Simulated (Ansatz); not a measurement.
# Al₃GaN₄ under pressure: fit and missing row

Al₃GaN₄, P-43m, a = 4.407 Å. The structure is a Materials Project entry; whether it is the stable form wasn't checked. Ansatz: PBEsol, PAW, 420 eV, Γ-centred 6×6×6 mesh on 8 atoms, Gaussian smearing 0.02 eV; no spin polarisation. Cell and atoms are relaxed at each pressure, and no other structure is tried, so the rows at high pressure may lie past a change of phase.

| V (Å³/atom) | P (GPa) |
| --- | --- |
| ? | 20.01 |
| 10.215 | 10.05 |
| 10.442 | 5.06 |
| 10.591 | 2.06 |
| 10.699 | 0.03 |
| 10.814 | -2.04 |

**Question.** Take V0 = 10.699 Å³/atom, count pressures from its P0 = 0.03 GPa, fit the third-order Birch–Murnaghan form to the other rows, and predict the missing volume.

**Answer.** With the Eulerian strain f = ½[(V0/V)^(2/3) − 1] and y = (P − P0)/[3f(1 + 2f)^(5/2)], the form is the line y = B0 + 1.5 B0 (B0′ − 4) f. Rows (f, y): 0.01567, 197.3; 0.00817, 197.1; 0.00339, 196.3; -0.00355, 197.9. Means f = 0.005920, y = 197.15; Σ(Δf)² = 0.0001962, ΣΔfΔy = -0.003602; the slope is their ratio. y = 197.3 − 18.36 f GPa, so B0 = 197.3 GPa and B0′ = 4 + 2 × (-18.36)/(3 × 197.3) = 3.94. P = 20.01 GPa is met at f = 0.02935 (y = 196.76), so V = V0 (1 + 2f)^(−3/2) = 9.822 Å³/atom. The run gave 9.823 Å³/atom, so the fit is 0.001 Å³/atom too low, a small miss on the scale of the series. The form still works here, 82 % of the fitted range beyond its end. With a term in f² added B0′ becomes 3.51, so this figure hangs on the form.